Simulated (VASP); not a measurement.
# V (P6_3/mmc) in VASP: notebook, part 2 of 2

VASP 6.6.1. The steps go on from the part before.

## (5) Single point, PBE, collinear spin, ferromagnetic start

File INCAR:

```
  PREC = Accurate
  ENCUT = 460
  EDIFF = 1E-6
  ISMEAR = 0
  SIGMA = 0.05
  LREAL = F
  LASPH = T
  NELM = 100
  ALGO = Normal
  ISIF = 2
  LWAVE = F
  LCHARG = F
  ISPIN = 2
  MAGMOM = 2 2
  LORBIT = 11
  LMAXMIX = 4
  GGA = PE
  ADDGRID = F
```

File KPOINTS:

```
Automatic mesh
0
Gamma
  18 18 9
```

File POSCAR:

```
V
1.0
    2.6042941027      0.0000000000      0.0000000000
   -1.3021470513      2.2553848518      0.0000000000
    0.0000000000      0.0000000000      4.7233360000
V
2
Direct
    0.3333333333      0.6666666667      0.2500000000
    0.6666666667      0.3333333333      0.7500000000
```

Potentials or basis: VASP PAW PBE potentials, release 64 (V_sv).

The run is started by

```
> cat potpaw_PBE.64/V_sv/POTCAR > POTCAR
> mpirun -np 1 vasp_std > vasp.out
```

OUTCAR:

```text
PREC = Accurate
   ENCUT = 460
   EDIFF = 1E-6
   ISMEAR = 0
   LREAL = F
   LASPH = T
   NELM = 100
   ISIF = 2
   ISPIN = 2
   LORBIT = 11
   GGA = PE

 Found    185 irreducible k-points:

 Following reciprocal coordinates:
            Coordinates               Weight
  0.000000  0.000000  0.000000      1.000000
  0.055556 -0.000000  0.000000      6.000000
  0.111111 -0.000000  0.000000      6.000000
  0.166667 -0.000000  0.000000      6.000000
  0.222222 -0.000000  0.000000      6.000000
  0.277778 -0.000000  0.000000      6.000000
   k-points           NKPTS =    185   k-points in BZ     NKDIM =    185   number of bands    NBANDS=     19
   number of dos      NEDOS =    301   number of ions     NIONS =      2
   total plane-waves  NPLWV =  11664
   dimension x,y,z NGX =    18 NGY =   18 NGZ =   36
   dimension x,y,z NGXF=    36 NGYF=   36 NGZF=   72
   ions per type =               2
   NGX,Y,Z   is equivalent  to a cutoff of  11.49, 11.49, 12.67 a.u.
   NGXF,Y,Z  is equivalent  to a cutoff of  22.98, 22.98, 25.34 a.u.
 SYSTEM =  unknown system
   PREC   = accura    normal or accurate (medium, high low for compatibility)
   ISTART =      0    job   : 0-new  1-cont  2-samecut
[... 205 lines left out ...]
      1     -54.3314      1.00000
      2     -54.2247      1.00000
      3     -28.4317      1.00000
      4     -27.8001      1.00000
      5     -27.6638      1.00000
      6     -27.6638      1.00000
[... 109 lines left out ...]
      6     -27.8217      1.00000
[... 11 lines left out ...]
     18      11.9037      0.00000
     19      12.6718      0.00000

 [... further k-points ...]
[... 5 lines left out ...]
  --------------------------------------------------------------------------------------
  -------------------------------------------------------------------------------------
  Total       -0.0294498     -0.0294498     -0.3750852     -0.0000000     -0.0000000     -0.0000000
  in kB       -1.7007238     -1.7007238    -21.6611263     -0.0000000     -0.0000000     -0.0000000
  external PRESSURE =      -8.3541913 kB  Pullay stress =       0.0000000 kB

 VOLUME and BASIS-vectors are now :
 -----------------------------------------------------------------------------
  energy-cutoff  :      460.00
  volume of cell :       27.74
      direct lattice vectors                 reciprocal lattice vectors
     2.604294103  0.000000000  0.000000000     0.383981210  0.221691655  0.000000000
    -1.302147051  2.255384852  0.000000000     0.000000000  0.443383310  0.000000000
     0.000000000  0.000000000  4.723336000     0.000000000  0.000000000  0.211714771

 POSITION                                       TOTAL-FORCE (eV/Angst)
 -----------------------------------------------------------------------------------
     -0.00000      1.50359      1.18083         0.000000     -0.000000      0.000000
      1.30215      0.75179      3.54250        -0.000000      0.000000      0.000000
 -----------------------------------------------------------------------------------
    total drift:                                0.000000     -0.000000      0.000000

  FREE ENERGIE OF THE ION-ELECTRON SYSTEM (eV)
  ---------------------------------------------------
  free  energy   TOTEN  =       -17.4798821602 eV

  energy  without entropy=      -17.4755964370  energy(sigma->0) =      -17.47773930

 total charge

# of ion       s       p       d       tot
------------------------------------------
    1        2.343   6.210   3.074  11.628
    2        2.343   6.210   3.074  11.628
--------------------------------------------------
tot          4.686  12.421   6.149  23.255

 magnetization (x)

# of ion       s       p       d       tot
------------------------------------------
    1       -0.000  -0.000  -0.000  -0.000
    2       -0.000  -0.000  -0.000  -0.000
--------------------------------------------------
tot         -0.000  -0.000  -0.000  -0.000
```

OSZICAR:

```text
N       E                     dE             d eps       ncg     rms          rms(c)
DAV:   1     0.310836943976E+03    0.31084E+03   -0.15743E+04 14100   0.148E+03
DAV:   2    -0.977472955004E+01   -0.32061E+03   -0.31595E+03 14303   0.496E+02
DAV:   3    -0.189658224455E+02   -0.91911E+01   -0.89684E+01 16855   0.982E+01
DAV:   4    -0.190806517737E+02   -0.11483E+00   -0.11411E+00 15930   0.107E+01
DAV:   5    -0.190821837047E+02   -0.15319E-02   -0.15317E-02 15695   0.125E+00    0.260E+01
DAV:   6    -0.172271439041E+02    0.18550E+01   -0.12023E+01 14750   0.336E+01    0.448E+00
DAV:   7    -0.174205223450E+02   -0.19338E+00   -0.58292E-01 15309   0.732E+00    0.400E+00
DAV:   8    -0.174519322251E+02   -0.31410E-01   -0.16282E-02 14798   0.149E+00    0.149E+00
DAV:   9    -0.174695986606E+02   -0.17666E-01   -0.90604E-03 14777   0.882E-01    0.755E-01
DAV:  10    -0.174795790611E+02   -0.99804E-02   -0.10374E-02 15980   0.757E-01    0.119E-01
DAV:  11    -0.174798333220E+02   -0.25426E-03   -0.31694E-04 15189   0.198E-01    0.631E-02
DAV:  12    -0.174798664571E+02   -0.33135E-04   -0.15630E-05 15691   0.352E-02    0.330E-02
DAV:  13    -0.174798817140E+02   -0.15257E-04   -0.92615E-06 11024   0.183E-02    0.753E-03
DAV:  14    -0.174798821602E+02   -0.44613E-06   -0.97360E-07  7158   0.957E-03
   1 F= -.17479882E+02 E0= -.17477739E+02  d E =-.428572E-02  mag=    -0.0003
```

stdout:

```text
POSCAR found type information on POSCAR V
 POSCAR found :  1 types and       2 ions
 scaLAPACK will be used
 LDA part: xc-table for (Slater+PW92), standard interpolation
 POSCAR, INCAR and KPOINTS ok, starting setup
 FFT: planning ... GRIDC
 FFT: planning ... GRID_SOFT
 FFT: planning ... GRID
 WAVECAR not read
 entering main loop
```

Run time: 95 s. Hardware: 1 thread of Intel Xeon Platinum 8488C (Sapphire Rapids), shared host; peak memory 0.23 GiB.

These settings aren't checked as converged: the numbers below hold their error.

What came out:

- Free energy: -17.4799 eV
- Pressure: -0.8 GPa
- Band gap on the k mesh: none (metal or under the smearing width)
- Net moment: 0.00 μB per cell
- Valence electrons inside the program's atomic spheres: V 11.63

## (6) Single point, PBE, collinear spin, ferromagnetic start

INCAR is that of step 5.

KPOINTS is that of step 5.

File POSCAR:

```
V
1.0
    2.6042941027      0.0000000000      0.0000000000
   -1.3021470513      2.2553848518      0.0000000000
    0.0000000000      0.0000000000      4.7233360000
V
2
Direct
    0.3610050000      0.6924900000      0.2406650000
    0.6997010000      0.3498080000      0.7667620000
```

Potentials or basis: VASP PAW PBE potentials, release 64 (V_sv).

The run is started by

```
> cat potpaw_PBE.64/V_sv/POTCAR > POTCAR
> mpirun -np 1 vasp_std > vasp.out
```

It took 13 min on 1 thread of Intel Xeon Platinum 8488C (Sapphire Rapids), shared host; peak memory 0.89 GiB.

These settings aren't checked as converged: the numbers below hold their error.

What came out:

```yaml
Free_energy: -17.4082 eV
Pressure: 0.5 GPa
Largest_force: 1.188 eV/Å
Band_gap_on_the_k_mesh: none (metal or under the smearing width)
Net_moment: 0.00 μB per cell
Valence_electrons_inside_the_program's_atomic_spheres: V 11.64
```
